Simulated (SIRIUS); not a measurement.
Something may be wrong with this SIRIUS 7.12.0 calculation of PbO2.

File sirius.json:

```json
{
  "control": {
    "processing_unit": "cpu",
    "verbosity": 2,
    "num_bands_to_print": 26,
    "print_forces": true,
    "print_stress": true
  },
  "parameters": {
    "electronic_structure_method": "pseudopotential",
    "xc_functionals": ["XC_HYB_GGA_XC_PBEH"],
    "gk_cutoff": 9.6,
    "pw_cutoff": 19.2,
    "ngridk": [5, 5, 5],
    "shiftk": [0, 0, 0],
    "smearing": "gaussian",
    "smearing_width": 0.0036749322,
    "num_bands": 26,
    "num_mag_dims": 0,
    "num_dft_iter": 60,
    "energy_tol": 1e-08,
    "density_tol": 1e-06
  },
  "iterative_solver": {
    "type": "davidson",
    "min_tolerance": 1e-10
  },
  "mixer": {
    "type": "anderson",
    "beta": 0.7,
    "max_history": 8
  },
  "settings": {
    "tol_ne": 1e-10
  },
  "unit_cell": {
    "lattice_vectors": [
      [0.0, 5.10602487093, 5.10602487093],
      [5.10602487093, 0.0, 5.10602487093],
      [5.10602487093, 5.10602487093, 0.0]
    ],
    "atom_coordinate_units": "lattice",
    "atom_types": ["Pb", "O"],
    "atom_files": {
      "O": "O.json",
      "Pb": "Pb.json"
    },
    "atoms": {
      "Pb": [
        [0.0, 0.0, 0.0]
      ],
      "O": [
        [0.75, 0.75, 0.75],
        [0.25, 0.25, 0.25]
      ]
    }
  }
}
```

Potentials or basis: PseudoDojo 0.4.1 LDA stringent (scalar relativistic).

Command:

```bash
$ upf_to_json O.upf
$ upf_to_json Pb.upf
$ OMP_NUM_THREADS=1 sirius.scf --input=sirius.json --output=out.json --task=0
```

Output:

```text
[info] SIRIUS version : 7.12.0
[info] number of MPI ranks           : 1
[info] MPI grid                      : 1 1
[info] maximum number of OMP threads : 1
[fft] FFT context for density and potential
[fft] =====================================
[fft]   comm size                             : 1
[fft]   plane wave cutoff                     : 19.2
[fft]   grid size                             : 48 48 48   total : 110592
[fft]   grid limits                           : -23 24   -23 24   -23 24
[... 52 lines left out ...]
[sym]   0.0000  0.0000  0.0000
[sym] number of space group operations  : 48
[sym] number of magnetic group operations : 48
[sym] metric tensor error: 0.0000e+00
[sym] rotation matrix error: 0.0000e+00
[sym] symmetry operations
[... list of symmetry operations ...]
[atom type] label          : Pb
[atom type] --------------------------------------------------------------------------------
[... 102 lines left out ...]
+----------------------+
[... set-up lines ...]
Warning in function "initial_density_pseudo" at src/density/density.cpp:335
wrong initial charge density
  integral of the density : 33.9999902903
  target number of electrons : 34
[find] density tolerance         : 1e-06
[find] total energy tolerance    : 1e-08
[... 21 lines left out ...]
[~DFT_ground_state] local op. applied: 312
[~DFT_ground_state] evp. work count: 1
[~DFT_ground_state] number of iterative solver steps: 0
Exception in function "davidson" at src/davidson.hpp:829
error in diagonalziation
--------------------------------------------------------------------------
MPI_ABORT was invoked on rank 0 in communicator MPI_COMM_WORLD
  Errorcode: -1

NOTE: invoking MPI_ABORT causes Open MPI to kill all MPI processes.
You may or may not see output from other processes, depending on
exactly when Open MPI kills them.
--------------------------------------------------------------------------
```

Q: How did it end, and where is the flaw?

A: The run ended with an error. The input holds a flaw that was put in on purpose: hybrid named in a code without exact exchange.
